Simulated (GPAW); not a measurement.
# InSe (GaSe-type monolayer): G0W0 on several meshes in GPAW

Wanted: mesh dependence and cost of G0W0 for InSe (GaSe-type monolayer).

Main program and level: GPAW 26.7.0; PBE and many-body steps on it, plane waves.

**1. Set-up**

The cell holds 4 atoms: 2 In and 2 Se. Cell: a = 4.068 Å, b = 4.068 Å, c = 16.000 Å, α = 90.0°, β = 90.0°, γ = 120.0°. Vacuum lies along c.

As a file:

```cif
data_structure
_symmetry_space_group_name_H-M 'P 1'
_symmetry_Int_Tables_number 1
_cell_length_a 4.0679
_cell_length_b 4.0679
_cell_length_c 16.0000
_cell_angle_alpha 90.000
_cell_angle_beta 90.000
_cell_angle_gamma 120.000
_cell_volume 229.30
loop_
_atom_site_label
_atom_site_type_symbol
_atom_site_fract_x
_atom_site_fract_y
_atom_site_fract_z
_atom_site_occupancy
In1 In 0.33333 0.66667 0.58804 1
In2 In 0.33333 0.66667 0.41196 1
Se3 Se 0.66667 0.33333 0.66804 1
Se4 Se 0.66667 0.33333 0.33196 1
```

The structure was relaxed with PBE. The runs that relaxed it are not among those shown.

**2. Empty states on the mesh, 9×9×1 mesh, 382 bands**

This step: GPAW 26.7.0; DFT, PBE, plane waves, PAW.

The sums over transitions need many empty states on a uniform mesh; this step solves for them.

run.py

```python
import json
import numpy as np
from gpaw.mpi import world
from gpaw import GPAW

calc = GPAW('gs.gpw').fixed_density(kpts={'size': (9, 9, 1), 'gamma': True},
    parallel={'domain': 1, 'band': 1},
    txt='nscf.txt')
calc.diagonalize_full_hamiltonian(nbands=382)
calc.write('full.gpw', mode='all')
res = {}
kpts = calc.get_ibz_k_points()
res['kpts'] = kpts
res['eigenvalues'] = [calc.get_eigenvalues(kpt=k) for k in range(len(kpts))]
res['n_electrons'] = calc.get_number_of_electrons()

if world.rank == 0:
    with open('result.json', 'w') as f:
        json.dump(res, f, default=lambda x: x.tolist())
```

Command:

```bash
$ mpirun -n 12 gpaw python run.py
```

Numbers of over 12 decimals in the logs are rounded to 6 here.

Log:

```text
Diagonalizing LCAO Hamiltonian
Converting LCAO to pw mode
convergence criteria:
- Maximum integral of absolute [eigenst]ate change: 4e-08 eV^2 / valence electron
maximum number of iterations: 100

SCF iterations
|iter     |     time |      energy | eigst |  dens |
|iter:   1|  |             | +0.32 |       |
|iter:   2|  |             | -1.15 |       |
|iter:   3|  |             | -1.80 |       |
[...]
|iter:   9|  |             | -6.66 |       |
|iter:  10|  |             | -7.38 |       |
|iter:  11|  |             | -7.91c|       |
SCF steps: 11
  __  _  _
 | _ |_)|_||  |
 |__||  | ||/\| - 26.7.0

Input parameters:
  mode=PW(ecut=450.000000),
  convergence={'density': 1e-06, 'bands': -3},
  gpts=array([20, 20, 80]),
  kpts=MonkhorstPack(size=(9, 9, 1), gamma=True),
  maxiter=100,
  nbands=27,
  occupations=Occupations(name='fermi-dirac', width=0.001, fixmagmom=False),
  parallel={'domain': 1, 'band': 1},
  xc=XC(name='PBE')
Matrix size: 4921x4921
# Writing to full.gpw (mode='all')
  [... matrices ...]

timing:  # [seconds]
  Total: 110.632  # ━━━━━━━━━━━━━━━━━━━━━━━━━━━━━━━━━━━━━━━━━━━━━━━━━━━━━━━━━
```

The job ended after 1.9 min (12 MPI ranks of Arm Neoverse V2, shared host; peak memory 21 GiB; 23 min of CPU time).

Numbers from this step:

```
gap                                                           : 1.463 eV
k of the valence top                                          : 0.1111, 0, 0
k of the conduction bottom                                    : 0, 0, 0
least direct gap                                              : 1.525 eV
k points computed                                             : 12
lowest point of the top converged band, above the valence top : 76.3442 eV
```

On this mesh the gap is 1.463 eV.

**3. 9×9×1**

G0W0 replaces the xc potential by the self-energy, built once from these orbitals. Only a window of levels is corrected, while the sums run over the empty bands that the input names.

This step: G0W0 on PBE, plane waves, PAW.

run.py

```python
import json
import numpy as np
from gpaw.mpi import world
from gpaw.response.g0w0 import G0W0

gw = G0W0('full.gpw',
    filename='gw',
    kpts=[0, 1],
    bands=(17, 21),
    ecut=48,
    nbands=173,
    truncation='2D',
    integrate_gamma='sphere',
    q0_correction=True,
    frequencies={'type': 'nonlinear', 'domega0': 0.15, 'omega2': 15.0},
    eta=0.1,
    nblocksmax=True)
gw.calculate()
res = {mode: {k: v for k, v in r.items() if k != 'sigma_eskwn'}
       for mode, r in gw.all_results.items()}

if world.rank == 0:
    with open('result.json', 'w') as f:
        json.dump(res, f, default=lambda x: x.tolist())
```

Command:

```bash
$ mpirun -n 16 gpaw python run.py
```

Log:

```text
Using integrator: PointIntegrator
NonLinearFrequencyDescriptor(from 0.000 to 59.417 eV, 151 points)
Nonperiodic BCs:  [False False  True]
Using integrator: PointIntegrator
NonLinearFrequencyDescriptor(from 0.000 to 59.417 eV, 151 points)
Nonperiodic BCs:  [False False  True]
Applying analytical 2D correction to W:
    Evaluating Gamma point contribution to W on a 17x17x1 grid
  ___  _ _ _
 |   || | | |
 | | || | | |
 |__ ||_____|
 |___|

BZ k-points: Symmetries present (total): 12

  [... matrices ...]
81 k-points: 9 x 9 x 1 Monkhorst-Pack grid
12 k-points in the irreducible part of the Brillouin zone
       k-points in crystal coordinates                weights
   0:     0.00000000    0.00000000    0.00000000          1/81
   1:     0.11111111    0.00000000    0.00000000          6/81
   2:     0.22222222   -0.11111111    0.00000000          6/81
   3:     0.22222222    0.00000000    0.00000000          6/81
   4:     0.33333333   -0.11111111    0.00000000         12/81
   5:     0.33333333    0.00000000    0.00000000          6/81
   6:     0.33333333    0.33333333    0.00000000          2/81
   7:     0.44444444   -0.22222222    0.00000000          6/81
   8:     0.44444444   -0.11111111    0.00000000         12/81
   9:     0.44444444    0.00000000    0.00000000          6/81
          ...
  11:     0.44444444    0.44444444    0.00000000          6/81

Distributing spins, k-points and bands (1 x 2 x 4) over 2 processes
Number of blocks: 8

Quasi particle states:
k-points (IBZ indices): [0, 1]
Band range: (17, 21)
  [... matrices ...]
Computational parameters:
Plane wave cut-off: 48 eV
Number of bands: 173
Coulomb cutoff: 2D
Broadening: 0.1 eV

fxc modes: GW
Kernel: RPA
Using full-frequency real axis integration
Summing all q:

Calculating screened Coulomb potential
2D Coulomb truncation
NonLinearFrequencyDescriptor(from 0.000 to 59.417 eV, 151 points)
Removing empty qpoint cache files...

Calculating chi0 body with:
    Ground state adapter containing:
    Number of spins: 1
    Number of kpoints: 81
    Number of irreducible kpoints: 12
    Number of completely occupied states: 19
    Number of partially occupied states: 19
    Occupied states memory: 9.27734375 M / cpu

    Linear response parametrization:
    q_c: [0.0, 0.0, 0.0]
    Number of frequency points: 151
    Planewave cutoff: 48.0
    Number of bands: 173
    Number of planewaves: 163
    Broadening (eta): 0.1
    comm.size: 16
    kncomm.size: 2
    blockcomm.size: 8

    Memory estimate of potentially large arrays:
        chi0_wGG: 7.652128 M / cpu
Integrating chi0 body.

Symmetries of q_c:
    Direct symmetries (Uq -> q): 12
    Indirect symmetries (TUq -> q): 12
In total 24 allowed symmetries.

  [... matrices ...]
12 groups of equivalent kpoints. 85.185185% reduction.

Integral kind: spectral function
Integrating chi0 head and wings.

Symmetries of q_c:
    Direct symmetries (Uq -> q): 12
    Indirect symmetries (TUq -> q): 12
In total 24 allowed symmetries.

  [... matrices ...]
12 groups of equivalent kpoints. 85.185185% reduction.

Integral kind: spectral function wings

Calculating chi0 body with:
    Ground state adapter containing:
    Number of spins: 1
    Number of kpoints: 81
    Number of irreducible kpoints: 12
    Number of completely occupied states: 19
    Number of partially occupied states: 19
    Occupied states memory: 9.27734375 M / cpu

[... the further q-points ...]

Results:
f:      Occupation numbers
eps:     KS-eigenvalues [eV]
vxc:     KS vxc [eV]
exx:     Exact exchange [eV]
sigma:   Self-energies [eV]
dsigma:  Self-energy derivatives
Z:       Renormalization factors
qp:      QP-energies [eV]

k-point 0 (0): (0.000, 0.000, 0.000)                GW
band       f     eps     vxc     exx   sigma  dsigma       Z      qp
                                                                   GW
  17   1.000  -1.375 -15.545 -17.772   1.749  -0.345   0.744  -1.730
  18   1.000  -0.955 -13.315 -15.309   1.304  -0.341   0.746  -1.469
  19   0.000   0.570 -13.223 -10.022  -2.119  -0.290   0.775   1.409
  20   0.000   1.776 -11.982  -8.118  -2.821  -0.276   0.784   2.593

k-point 1 (1): (0.111, 0.000, 0.000)                GW
band       f     eps     vxc     exx   sigma  dsigma       Z      qp
                                                                   GW
  17   1.000  -1.502 -15.385 -17.676   1.782  -0.349   0.741  -1.879
  18   1.000  -0.893 -13.480 -15.465   1.311  -0.331   0.751  -1.399
  19   0.000   1.133 -14.023 -10.630  -2.177  -0.299   0.770   2.068
  20   0.000   2.350 -12.484  -8.444  -2.911  -0.296   0.771   3.220
```

Wall time 86 s (16 MPI ranks); peak memory 6.2 GiB; 23 min of CPU time.

This step gave:

- G0W0 gap on the points computed: 2.808 eV
- least direct G0W0 gap on the computed points: 2.878 eV
- Z at the valence top: 0.7514
- Z at the conduction bottom: 0.7749
- starting gap on the mesh: 1.463 eV
- k of the valence top: 0.1111, 0, 0
- k of the conduction bottom: 0, 0, 0

The gap on the mesh goes from 1.46 eV to 2.81 eV, a correction of +1.35 eV.

**4. Empty states on the mesh, 6×6×1 mesh, 183 bands**

This step: DFT, PBE, plane waves, PAW.

run.py

```python
import json
import numpy as np
from gpaw.mpi import world
from gpaw import GPAW

calc = GPAW('gs.gpw').fixed_density(kpts={'size': (6, 6, 1), 'gamma': True},
    nbands=213,
    convergence={'bands': 183},
    txt='nscf.txt')
calc.write('full.gpw', mode='all')
res = {}
kpts = calc.get_ibz_k_points()
res['kpts'] = kpts
res['eigenvalues'] = [calc.get_eigenvalues(kpt=k) for k in range(len(kpts))]
res['n_electrons'] = calc.get_number_of_electrons()

if world.rank == 0:
    with open('result.json', 'w') as f:
        json.dump(res, f, default=lambda x: x.tolist())
```

Command:

```bash
$ mpirun -n 16 gpaw python run.py
```

Log:

```text
Diagonalizing LCAO Hamiltonian
Converting LCAO to pw mode
convergence criteria:
- Maximum integral of absolute [eigenst]ate change: 4e-08 eV^2 / valence electron
maximum number of iterations: 100

SCF iterations
|iter     |     time |      energy | eigst |  dens |
|iter:   1|  |             | +4.07 |       |
|iter:   2|  |             | +2.85 |       |
|iter:   3|  |             | +1.75 |       |
[...]
|iter:  14|  |             | -6.91 |       |
|iter:  15|  |             | -7.30 |       |
|iter:  16|  |             | -7.68c|       |
SCF steps: 16
  __  _  _
 | _ |_)|_||  |
 |__||  | ||/\| - 26.7.0

Input parameters:
  mode=PW(ecut=450.000000),
  convergence={'bands': 183},
  gpts=array([20, 20, 80]),
  kpts=MonkhorstPack(size=(6, 6, 1), gamma=True),
  maxiter=100,
  nbands=213,
  occupations=Occupations(name='fermi-dirac', width=0.001, fixmagmom=False),
  parallel={},
  xc=XC(name='PBE')
# Writing to full.gpw (mode='all')
  [... matrices ...]

timing:  # [seconds]
  Total: 0.099  # ━━━━━━━━━━━━━━━━━━━━━━━━━━━━━━━━━━━━━━━━━━━━━━━━━━━━━━━━━━━
```

The job ended after 21 s (16 MPI ranks; peak memory 2.9 GiB; 5.6 min of CPU time).

Numbers from this step:

| Quantity | Value |
| --- | --- |
| gap | 1.460 eV |
| k of the valence top | 0.1667, 0, 0 |
| k of the conduction bottom | 0, 0, 0 |
| least direct gap | 1.525 eV |
| k points computed | 7 |
| lowest point of the top converged band, above the valence top | 45.09 eV |

On this mesh the gap is 1.460 eV.

**5. 6×6×1**

This step: G0W0 on PBE, plane waves, PAW.

run.py

```python
import json
import numpy as np
from gpaw.mpi import world
from gpaw.response.g0w0 import G0W0

gw = G0W0('full.gpw',
    filename='gw',
    kpts=[0, 1],
    bands=(17, 21),
    ecut=48,
    nbands=173,
    truncation='2D',
    integrate_gamma='sphere',
    q0_correction=True,
    frequencies={'type': 'nonlinear', 'domega0': 0.15, 'omega2': 15.0},
    eta=0.1,
    nblocksmax=True)
gw.calculate()
res = {mode: {k: v for k, v in r.items() if k != 'sigma_eskwn'}
       for mode, r in gw.all_results.items()}

if world.rank == 0:
    with open('result.json', 'w') as f:
        json.dump(res, f, default=lambda x: x.tolist())
```

Command:

```bash
$ mpirun -n 16 gpaw python run.py
```

Log:

```text
Using integrator: PointIntegrator
NonLinearFrequencyDescriptor(from 0.000 to 59.417 eV, 151 points)
Nonperiodic BCs:  [False False  True]
Using integrator: PointIntegrator
NonLinearFrequencyDescriptor(from 0.000 to 59.417 eV, 151 points)
Nonperiodic BCs:  [False False  True]
Applying analytical 2D correction to W:
    Evaluating Gamma point contribution to W on a 25x25x1 grid
  ___  _ _ _
 |   || | | |
 | | || | | |
 |__ ||_____|
 |___|

BZ k-points: Symmetries present (total): 12

  [... matrices ...]
36 k-points: 6 x 6 x 1 Monkhorst-Pack grid + [1/12,1/12,0.000000]
7 k-points in the irreducible part of the Brillouin zone
       k-points in crystal coordinates                weights
   0:     0.00000000    0.00000000    0.00000000          1/36
   1:     0.16666667    0.00000000    0.00000000          6/36
   2:     0.33333333   -0.16666667    0.00000000          6/36
   3:     0.33333333    0.00000000    0.00000000          6/36
   4:     0.33333333    0.33333333    0.00000000          2/36
   5:     0.50000000    0.33333333    0.00000000         12/36
   6:     0.50000000    0.50000000    0.00000000          3/36

Distributing spins, k-points and bands (1 x 2 x 4) over 2 processes
Number of blocks: 8

Quasi particle states:
k-points (IBZ indices): [0, 1]
Band range: (17, 21)
  [... matrices ...]
Computational parameters:
Plane wave cut-off: 48 eV
Number of bands: 173
Coulomb cutoff: 2D
Broadening: 0.1 eV

fxc modes: GW
Kernel: RPA
Using full-frequency real axis integration
Summing all q:

Calculating screened Coulomb potential
2D Coulomb truncation
NonLinearFrequencyDescriptor(from 0.000 to 59.417 eV, 151 points)
Removing empty qpoint cache files...

Calculating chi0 body with:
    Ground state adapter containing:
    Number of spins: 1
    Number of kpoints: 36
[...]
q_c: [1.3877787807814457e-17, 1.3877787807814457e-17, 0.0]
    Number of frequency points: 151
    Planewave cutoff: 48.0
    Number of bands: 173
    Number of planewaves: 163
    Broadening (eta): 0.1
    comm.size: 16
    kncomm.size: 2
    blockcomm.size: 8

    Memory estimate of potentially large arrays:
        chi0_wGG: 7.652128 M / cpu
Integrating chi0 body.

Symmetries of q_c:
    Direct symmetries (Uq -> q): 12
    Indirect symmetries (TUq -> q): 12
In total 24 allowed symmetries.

  [... matrices ...]
7 groups of equivalent kpoints. 80.555556% reduction.

Integral kind: spectral function
Integrating chi0 head and wings.

Symmetries of q_c:
    Direct symmetries (Uq -> q): 12
    Indirect symmetries (TUq -> q): 12
In total 24 allowed symmetries.

  [... matrices ...]
7 groups of equivalent kpoints. 80.555556% reduction.

Integral kind: spectral function wings

Calculating chi0 body with:
    Ground state adapter containing:
    Number of spins: 1
    Number of kpoints: 36
    Number of irreducible kpoints: 7
    Number of completely occupied states: 19
    Number of partially occupied states: 19
[... the further q-points ...]

Results:
f:      Occupation numbers
eps:     KS-eigenvalues [eV]
vxc:     KS vxc [eV]
exx:     Exact exchange [eV]
sigma:   Self-energies [eV]
dsigma:  Self-energy derivatives
Z:       Renormalization factors
qp:      QP-energies [eV]

k-point 0 (0): (0.000, 0.000, 0.000)                GW
band       f     eps     vxc     exx   sigma  dsigma       Z      qp
                                                                   GW
  17   1.000  -1.375 -15.545 -17.810   1.802  -0.344   0.744  -1.718
  18   1.000  -0.955 -13.315 -15.303   1.288  -0.335   0.749  -1.480
  19   0.000   0.570 -13.223  -9.971  -2.174  -0.297   0.771   1.402
[...]
k-point 1 (1): (0.167, 0.000, 0.000)                GW
band       f     eps     vxc     exx   sigma  dsigma       Z      qp
                                                                   GW
[...]
19   0.000   1.484 -14.345 -10.700  -2.343  -0.311   0.763   2.478
  20   0.000   2.476 -11.501  -7.449  -3.052  -0.300   0.770   3.246
```

Elapsed: 28 s, on 16 MPI ranks; peak memory 5.8 GiB.

Numbers from this step:

```yaml
g0w0_gap_on_the_points_computed: 2.787 eV
least_direct_g0w0_gap_on_the_computed_points: 2.881 eV
z_at_the_valence_top: 0.7492
z_at_the_conduction_bottom: 0.7708
starting_gap_on_the_mesh: 1.460 eV
k_of_the_valence_top: 0.1667, 0, 0
k_of_the_conduction_bottom: 0, 0, 0
```

Against G0W0 in GPAW (9×9×1 mesh, 173 bands, screening to 48 eV, full frequency, Hilbert transform), the gap moves by −0.021 eV.

**6. The runs together**

Times are wall times on 16 MPI ranks of Arm Neoverse V2, shared host, good to a factor of about two.

| run | mesh | bands | screening cutoff (eV) | DFT gap (eV) | gap on the mesh (eV) | direct (eV) | time |
| --- | --- | --- | --- | --- | --- | --- | --- |
| 9×9×1 | 9×9×1 | 173 | 48 | 1.463 | 2.808 | 2.878 | 86 s |
| 6×6×1 | 6×6×1 | 173 | 48 | 1.460 | 2.787 | 2.881 | 28 s |

**7. Results**

| Property | Result |
| --- | --- |
| 9×9×1 | 2.808 eV |
| 6×6×1 | 2.787 eV |
| known limits | not at the basis limit; no spin-orbit coupling |

6×6×1: −0.021 eV against 9×9×1. Bands and cutoff are finite, so the gap is not at the basis limit. The miss can reach some tenths of an eV and take either sign; the mesh is an error of its own. These stock PAW sets were not made for GW; the filled d or f shell of Se lies in the frozen core, which bears on start and correction. In the G0W0 runs levels were corrected at 2 k points alone, so a gap called «on the mesh» is the least over those, and an edge elsewhere would be missed. The many-body steps are scalar-relativistic: spin-orbit coupling is not in them.

[Paths, hosts, dates, memory and timing lines, banners, echoed tables and standing remarks are left out of the program output.]

[Logs are printed without paths, hosts, clocks, repeated set-up lines and the standing remarks that a program may print on its own settings, such as how far it seeks lower states.]

[Runs of the session that timed out or met a known fault of the program may be left out.]

[Hosts, paths, dates, database ids (printed as entryN), source tags and the programs' standing remarks are cut or masked in the printed files.]
